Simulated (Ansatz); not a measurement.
Crystal: Cd.

```
Cd
1.0
     1.60803    0.92840    2.44929
    -1.60803    0.92840    2.44929
     0.00000   -1.85679    2.44929
Cd
1
Cartesian
  0.0000 0.0000 0.0000
```

This isn't the form of Cd at room conditions, which is hcp.

- Program: Ansatz 0.2.0
- Task: single point
- Functional: PBE
- Potentials or basis: Ansatz PAW
- Cutoff: 420 eV (not typed: the program's choice for these potentials)
- k mesh: 10 × 10 × 10
- Occupations: fermi-dirac, width 0.05 eV
- Spin: no spin polarisation

On this cell: pressure 2.1 GPa; band gap on the k mesh none (metal or under the smearing width).

The same run follows on a disturbed copy (cell strained at random at fixed volume):

```
Cd
1.0
     1.57901    0.90449    2.38531
    -1.65999    0.89892    2.44059
    -0.04532   -1.89348    2.44709
Cd
1
Direct
  0.99971 0.99976 0.01173
```

Question: What does the disturbed cell give?

Answer: The energy (extrapolated to zero smearing) moves by +4.4 meV/atom; pressure 2.1 GPa; band gap on the k mesh none (metal or under the smearing width).

Stress tensor (GPa, compression positive):
```
 1.67 -0.26  0.83
-0.26  2.12  0.55
 0.83  0.55  2.39
```
